**Question**

A strain model of a cobalt interconnect needs the bulk modulus of the metal to within about 10 %. Five calculations are at hand, each with its modulus taken at its own energy minimum.

Kohn–Sham DFT with Ansatz for hexagonal cobalt (P6₃/mmc, four-atom cell), with GGA functionals and plane-wave cutoffs as listed. All runs use collinear spins started ferromagnetic at 2 μB per atom, a 12×12×4 k mesh and Fermi–Dirac smearing of 0.05 eV. Each bulk modulus comes from a static-lattice energy–volume fit, taken at the method's own minimum.

```
       method              potentials   basis  bulk modulus (GPa)  rough processor time (s)
          PBE                 SPMS NC  844 eV              208.50                       300
          PBE  Ansatz PAW polarizable  420 eV              210.00                       200
   PBE-D3(BJ)              Ansatz PAW  420 eV              222.70                       200
       PBE-D4              Ansatz PAW  420 eV              223.20                       300
PBEsol-D3(BJ)              Ansatz PAW  420 eV              243.10                       300
```

The minima lie at 10.92 Å³ per atom for both PBE rows, at 10.60 for PBE-D3(BJ) and at 10.14 for PBEsol-D3(BJ). The pressure derivative of the PBE modulus is 3.93.

(a) Does the dispersion term make cobalt stiffer?
(b) Which level should the engineer use, and does cost matter?
(c) May the lattice come from one level and the stress from another?

**Model answer**

(a) Only by shrinking it. The bulk modulus $B=-V\,dP/dV$ measures how fast the pressure $P$ rises as the volume $V$ falls. In a close-packed metal it grows steeply on compression, because the repulsion between neighbouring atoms rises faster than the bonding. Two levels with different minima are therefore compared at different points of a steep curve.

How much contraction alone would do can be estimated from PBE. If $B$ changes with pressure at a constant rate $B_0'$, then $dB/dV=-B_0'B/V$, and integration gives

$$B(V)=B_0\left(\frac{V_0}{V}\right)^{B_0'},$$

where $B_0$ and $V_0$ belong to the PBE minimum. For the PAW row of PBE, carried to the minimum of PBE-D3(BJ), this is $210\times(10.92/10.60)^{3.93}\approx 236$ GPa. Contraction would thus add 26 GPa, yet the table shows a gain of only 13.

The other half is lost to the dispersion term itself. Its attraction pulls the atoms together, and the pull strengthens as they approach, so it helps whoever compresses the crystal. At a common volume of 10.58 Å³ per atom, the pressures of the same runs give 239 GPa for PBE and 225 GPa for PBE-D3(BJ). With the volume held fixed, the dispersion term softens cobalt. The dispersion rows use a different PAW set from plain PBE, but this gap is far larger than the 1.5 GPa between the two PBE rows.

PBEsol-D3(BJ) shows the same reversal on a larger scale, but here dispersion isn't the only cause. At the common volume it lies 33 GPa below PBE, while D3 on top of PBE takes off only 13, so much of the softening is expected to come from the functional. It is the stiffest row at its own minimum, with 243 GPa, and the softest at the common volume, with 205 GPa. PBEsol is known to favour shorter metal bonds than PBE, and D3 shortens them further. How the two share the contraction can't be read from a row that contains both.

(b) Plain PBE. Measured values for ordinary hexagonal cobalt at room temperature are roughly 190 GPa and 11 Å³ per atom. The computed cell stacks four close-packed layers instead of the usual two, and its shape was not relaxed; both should matter little for these two quantities. PBE comes within two per cent of that volume and lies about 10 % above that modulus. The two rows straddle the limit that the strain model sets, at 9.7 and 10.5 %. The measured value is too rough to say on which side PBE falls, but no other level here comes closer. Part of this excess is expected, since the calculation omits thermal and zero-point motion, and both soften a crystal.

The dispersion rows move away from measurement in both quantities. PBE-D3(BJ) is about 17 % too stiff and PBEsol-D3(BJ) about 28 %. PBE alone already puts the volume slightly below measurement, so any added attraction overshoots. A likely reason for the size of the overshoot, not tested by these runs, is that a sum over atom pairs largely ignores the screening by mobile electrons and so overestimates the attraction inside a metal. In the last row PBEsol's own preference for short bonds adds to this.

Cost doesn't decide the matter. All rows took 200 to 300 s on shared machines, a spread too small to rank them, and a dispersion sum over atom positions usually adds little work to a density-functional calculation. The cutoff of 844 eV calls for nearly three times as many plane waves as 420 eV. Yet the two PBE rows, which differ in both potential and cutoff, agree within 1.5 GPa, so the softer PAW potential is good enough here.

(c) Not across functionals or dispersion schemes; only the two PBE rows, whose pressures differ by 0.03 GPa near the minimum, could be mixed. At 10.90 Å³ per atom, almost exactly the PBE minimum, PBE-D3(BJ) gives a pressure of −6 GPa and PBEsol-D3(BJ) one of −15 GPa. The negative sign means that the crystal is held stretched. Real stresses in metal lines are roughly 1 GPa or less, so the mismatch between methods would bury the stress that the engineer wants to find. The lattice must be relaxed at the level that supplies the stress.

**Remarks on the reasoning**

The tempting answer to (a) is that extra attraction means stronger bonds and hence a stiffer solid. It confuses the depth of an energy curve with its curvature. A useful habit is to ask first where each method puts its minimum, and only then what it does to the curvature at a given volume.

The power law can be tested on PBE itself. At 10.58 Å³ per atom it gives 238 GPa, against 239 from the computed pressures. It fails as soon as the method changes: carried to the PBEsol-D3(BJ) minimum it predicts 281 GPa, which is 38 too many. The output below lists this comparison for every row.

Cobalt is magnetic, and its moment may shrink gradually on compression. This doesn't upset the division made in (a). D3 and D4 depend only on where the atoms sit, so at a given volume they leave the electrons, and with them the moment, as plain PBE has them. Only a run that had settled in another magnetic state would spoil the comparison. The final moments aren't printed, but the energy gap between PBE and PBE-D3(BJ) changes smoothly over all seven volumes, which speaks against a switch in one run alone. A switch shared by both would cancel in that gap, but each energy curve follows its fit to about 0.02 meV per atom, so no abrupt change shows there either. PBEsol does change the electrons, so in its row a different moment may play a part.

D3 and D4 on top of PBE differ by 0.5 GPa, which is far too little to prefer one over the other when the model needs 10 %.

Numerical output:

```
common volume for the fixed-volume moduli, A^3/atom: 10.58
own minimum against one volume:
            row  volume at minimum A^3  modulus at minimum GPa  modulus at common volume GPa  pressure at 10.90 A^3 GPa
            PBE                  10.92                   208.5                         236.9                     0.2829
            PBE                  10.92                     210                         238.6                     0.3085
     PBE-D3(BJ)                   10.6                   222.7                         225.4                     -6.008
         PBE-D4                  10.62                   223.2                         227.9                     -5.562
  PBEsol-D3(BJ)                  10.14                   243.1                         205.4                     -15.34
PBE carried to each minimum:
            row  PBE modulus there GPa  gain by contraction GPa  change of method there GPa
            PBE                  210.1                  0.07793                      -1.578
            PBE                    210                        0                           0
     PBE-D3(BJ)                  236.3                    26.29                      -13.59
         PBE-D4                  234.2                    24.18                      -10.98
  PBEsol-D3(BJ)                  281.1                    71.09                      -37.99
rough distance from measurement:
            row  modulus percent  volume percent
            PBE            9.737         -0.7413
            PBE            10.53         -0.7319
     PBE-D3(BJ)            17.21          -3.665
         PBE-D4            17.47          -3.445
  PBEsol-D3(BJ)            27.95          -7.825
spread of the two PBE rows, GPa: 1.5
PBE-D3 less PBE (PAW), GPa: 12.7
PBE-D3 less PBE (PAW), percent: 6.048
PBE-D4 less PBE-D3, GPa: 0.5
PBEsol-D3 less PBE-D3, GPa: 20.4
PBEsol-D3 less PBE (PAW), percent: 15.76
volume of PBE-D3 against PBE (PAW), percent: -2.955
volume of PBEsol-D3 against PBE (PAW), percent: -7.145
pressure added by D3 to PBE at 10.47 A^3, GPa: -6.836
pressure added by D3 to PBE at 10.69 A^3, GPa: -6.568
longest over shortest rough time: 1.5
plane waves at 844 eV over those at 420 eV, from scaling: 2.846
```
